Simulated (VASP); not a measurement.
# Al2O3 (P-3m1) in VASP: a series of runs, part 2 of 3

VASP 6.6.1. Earlier steps stand in the parts before.

## Step 3: Dielectric tensor, PBE

The input, INCAR:

```
PREC = Accurate
ENCUT = 520
EDIFF = 1E-8
ISMEAR = 0
SIGMA = 0.02
LREAL = False
LASPH = True
NELM = 80
ALGO = Normal
ISIF = 2
LWAVE = False
LCHARG = False
GGA = PE
LEPSILON = True
```

The input, KPOINTS:

```
Automatic mesh
0
Gamma
  10 10 4
```

The input, POSCAR:

```
Al2O3
1.0
    3.0174825440      0.0000000000      0.0000000000
   -1.5087412720      2.6132165386      0.0000000000
    0.0000000000      0.0000000000      7.5746360022
Al O
2 3
Direct
    0.0000000000      0.0000000000      0.7220490000
    0.0000000000      0.0000000000      0.2779510000
    0.0000000000      0.0000000000      0.5000000000
    0.6666666667      0.3333333333      0.8005460000
    0.3333333333      0.6666666667      0.1994540000
```

Potentials or basis: VASP PAW PBE potentials, release 64 (Al, O).

Run with:

```bash
$ cat potpaw_PBE.64/Al/POTCAR potpaw_PBE.64/O/POTCAR > POTCAR
$ mpirun -np 1 vasp_std > vasp.out
```

OUTCAR:

```text
PREC = Accurate
   ENCUT = 520
   EDIFF = 1E-8
   ISMEAR = 0
   LREAL = False
   LASPH = True
   NELM = 80
   ISIF = 2
   GGA = PE
   LEPSILON = True

 ion  position               nearest neighbor table
   1  0.000  0.000  0.722-   3 1.68   4 1.84   4 1.84   4 1.84   2 3.36
   2  0.000  0.000  0.278-   3 1.68   5 1.84   5 1.84   5 1.84   1 3.36
   3  0.000  0.000  0.500-   1 1.68   2 1.68
   4  0.667  0.333  0.801-   1 1.84   1 1.84   1 1.84
   5  0.333  0.667  0.199-   2 1.84   2 1.84   2 1.84

  LATTYP: Found a hexagonal cell.
 ALAT       =     3.0174825440
 C/A-ratio  =     2.5102501478

  Lattice vectors:

 A1 = (   3.0174825440,   0.0000000000,   0.0000000000)
 A2 = (  -1.5087412720,   2.6132165386,   0.0000000000)
 A3 = (   0.0000000000,   0.0000000000,   7.5746360022)

Analysis of symmetry for initial positions (statically):
=====================================================================
 Subroutine PRICEL returns:
 Original cell was already a primitive cell.

 Routine SETGRP: Setting up the symmetry group for a
 hexagonal supercell.

 Subroutine GETGRP returns: Found 12 space group operations
 (whereof 12 operations were pure point group operations)
 out of a pool of 24 trial point group operations.

The static configuration has the point symmetry D_3d.

Analysis of symmetry for dynamics (positions and initial velocities):
=====================================================================
 Subroutine PRICEL returns:
 Original cell was already a primitive cell.

 Routine SETGRP: Setting up the symmetry group for a
 hexagonal supercell.

 Subroutine GETGRP returns: Found 12 space group operations
 (whereof 12 operations were pure point group operations)
 out of a pool of 24 trial point group operations.

The dynamic configuration has the point symmetry D_3d.

 Subroutine INISYM returns: Found 12 space group operations
 (whereof 12 operations are pure point group operations),
 and found     1 'primitive' translations

----------------------------------------------------------------------------------------

                                     Primitive cell

  volume of cell :      59.7285

  direct lattice vectors                    reciprocal lattice vectors
     3.017482544  0.000000000  0.000000000     0.331402083  0.191335082  0.000000000
    -1.508741272  2.613216539  0.000000000     0.000000000  0.382670163  0.000000000
     0.000000000  0.000000000  7.574636002     0.000000000  0.000000000  0.132019545

  length of vectors
     3.017482544  3.017482544  7.574636002     0.382670163  0.382670163  0.132019545

  position of ions in fractional coordinates (direct lattice)
     0.000000000  0.000000000  0.722049000
     0.000000000  0.000000000  0.277951000
[... 594 lines left out ...]
  -------------------------------------------------------------------------------------
  Total       -0.2652375     -0.2652375     -0.0788601      0.0000000     -0.0000000     -0.0000000
  in kB       -7.1148137     -7.1148137     -2.1153679      0.0000000     -0.0000000     -0.0000000
  external PRESSURE =      -5.4483317 kB  Pullay stress =       0.0000000 kB

 VOLUME and BASIS-vectors are now :
 -----------------------------------------------------------------------------
  energy-cutoff  :      520.00
  volume of cell :       59.73
      direct lattice vectors                 reciprocal lattice vectors
     3.017482544  0.000000000  0.000000000     0.331402083  0.191335082  0.000000000
    -1.508741272  2.613216539  0.000000000     0.000000000  0.382670163  0.000000000
     0.000000000  0.000000000  7.574636002     0.000000000  0.000000000  0.132019545

 POSITION                                       TOTAL-FORCE (eV/Angst)
 -----------------------------------------------------------------------------------
      0.00000      0.00000      5.46926         0.000000      0.000000     -0.075817
      0.00000      0.00000      2.10538        -0.000000      0.000000      0.075817
      0.00000      0.00000      3.78732        -0.000000      0.000000      0.000000
      1.50874      0.87107      6.06384         0.000000     -0.000000     -0.091239
     -0.00000      1.74214      1.51079        -0.000000      0.000000      0.091239
 -----------------------------------------------------------------------------------
    total drift:                                0.000000      0.000000     -0.000000

  FREE ENERGIE OF THE ION-ELECTRON SYSTEM (eV)
  ---------------------------------------------------
  free  energy   TOTEN  =       -36.1919544445 eV

  energy  without entropy=      -36.1919544445  energy(sigma->0) =      -36.19195444

 HEAD OF MICROSCOPIC STATIC DIELECTRIC TENSOR (INDEPENDENT PARTICLE, excluding Hartree and local field effects)
 ------------------------------------------------------
           3.093711    -0.000000     0.000000
           0.000000     3.093711     0.000000
           0.000000     0.000000     2.978443
 ------------------------------------------------------

 Free energy of the ion-electron system (eV)
  ---------------------------------------------------
  ---------------------------------------------------
  free energy    TOTEN  =        -0.36968248 eV

  energy without entropy =       -0.36968248

------------------------ aborting loop because EDIFF is reached ----------------------------------------

--------------------------------------- Ionic step        2  -------------------------------------------

------------------------ aborting loop because EDIFF is reached ----------------------------------------

--------------------------------------- Ionic step        3  -------------------------------------------

 Free energy of the ion-electron system (eV)
  ---------------------------------------------------
  ---------------------------------------------------
  free energy    TOTEN  =        -0.30704321 eV

  energy without entropy =       -0.30704321

------------------------ aborting loop because EDIFF is reached ----------------------------------------

 PIEZOELECTRIC TENSOR FIELD DIRECTION 3  (e Angst)
 -----------------------------------------------------------------------------
    -0.00081  0.00000  0.00000           ( -0.00000  0.00000  0.00000)
    -0.00000 -0.00081  0.00000           (  0.00000 -0.00000  0.00000)
     0.00000 -0.00000  0.00126           (  0.00000  0.00000 -0.00000)

 PIEZOELECTRIC TENSOR FIELD DIRECTION 3  (C/m^2)
 -----------------------------------------------------------------------------
    -0.00022  0.00000  0.00000
    -0.00000 -0.00022  0.00000
     0.00000 -0.00000  0.00034

 MACROSCOPIC STATIC DIELECTRIC TENSOR (including local field effects in DFT)
 ------------------------------------------------------
           3.027825     0.000000     0.000000
           0.000000     3.027825    -0.000000
           0.000000     0.000000     2.684115
 ------------------------------------------------------

 PIEZOELECTRIC TENSOR (including local field effects)  for field in x, y, z        (e  Angst)
          XX          YY          ZZ          XY          YZ          ZX
  --------------------------------------------------------------------------------
  x     0.00000     0.00000     0.00000     0.00000     0.00000     0.00000
  y     0.00000     0.00000     0.00000     0.00000     0.00000     0.00000
  z     0.00000     0.00000     0.00000     0.00000     0.00000     0.00000

 PIEZOELECTRIC TENSOR (including local field effects)  for field in x, y, z        (C/m^2)
          XX          YY          ZZ          XY          YZ          ZX
  --------------------------------------------------------------------------------
  x     0.00000     0.00000     0.00000     0.00000     0.00000     0.00000
  y     0.00000     0.00000     0.00000     0.00000     0.00000     0.00000
  z     0.00000     0.00000     0.00000     0.00000     0.00000     0.00000

 BORN EFFECTIVE CHARGES (including local field effects) (in |e|, cummulative output)
 ---------------------------------------------------------------------------------
 ion    1
    1     2.73880     0.00000     0.00000
    2    -0.00000     2.73880     0.00000
    3     0.00000    -0.00000     2.25597
 ion    2
    1     2.73880     0.00000     0.00000
    2     0.00000     2.73880     0.00000
    3     0.00000    -0.00000     2.25597
 ion    3
    1    -1.51056     0.00000     0.00000
    2     0.00000    -1.51056     0.00000
    3     0.00000     0.00000    -1.97531
 ion    4
    1    -1.98352     0.00000     0.00000
    2     0.00000    -1.98352    -0.00000
    3     0.00000     0.00000    -1.26831
 ion    5
    1    -1.98352     0.00000     0.00000
    2     0.00000    -1.98352    -0.00000
    3     0.00000     0.00000    -1.26831
```

OSZICAR:

```text
N       E                     dE             d eps       ncg     rms          rms(c)
DAV:   1     0.121529278133E+03    0.12153E+03   -0.12901E+04  1600   0.136E+03
DAV:   2    -0.350031846441E+02   -0.15653E+03   -0.15274E+03  2080   0.278E+02
DAV:   3    -0.417173232733E+02   -0.67141E+01   -0.67053E+01  2072   0.697E+01
DAV:   4    -0.417644881485E+02   -0.47165E-01   -0.47161E-01  2136   0.616E+00
[... 12 lines left out ...]
RMM:   9    -0.307030430272E+00    0.65808E-04   -0.24940E-05  2805   0.480E-03    0.696E-04
RMM:  10    -0.307046626096E+00   -0.16196E-04   -0.99231E-06  2854   0.111E-03    0.267E-04
RMM:  11    -0.307043672159E+00    0.29539E-05   -0.78779E-06  2730   0.471E-04    0.519E-05
RMM:  12    -0.307042692899E+00    0.97926E-06   -0.89845E-06  2179   0.139E-04    0.267E-05
RMM:  13    -0.307043207101E+00   -0.51420E-06   -0.50780E-06  1552   0.792E-05    0.540E-06
```

Run time: 2.9 min. Hardware: 1 thread of Intel Xeon 6975P-C (Granite Rapids), shared host; peak memory 0.39 GiB.

What came out:

* Band gap on the k mesh: 2.29 eV, direct
* Electronic dielectric tensor (diagonal): 3.03, 3.03, 2.68
* Born charges (mean of the diagonal): Al +2.58; O -1.67, -1.75 e

Electronic dielectric tensor:
```
3.03 0.00 0.00
0.00 3.03 0.00
0.00 0.00 2.68
```

Born effective charge tensors (e):
atom 1, Al
```
2.74 0.00 0.00
0.00 2.74 0.00
0.00 0.00 2.26
```
atom 2, Al
```
2.74 0.00 0.00
0.00 2.74 0.00
0.00 0.00 2.26
```
atom 3, O
```
-1.51  0.00  0.00
 0.00 -1.51  0.00
 0.00  0.00 -1.98
```
atom 4, O
```
-1.98  0.00  0.00
 0.00 -1.98  0.00
 0.00  0.00 -1.27
```
atom 5, O
```
-1.98  0.00  0.00
 0.00 -1.98  0.00
 0.00  0.00 -1.27
```

A k mesh can miss the band edges. As with any semilocal functional, this PBE gap is likely too small.

(Part 2 of 3 ends here.)
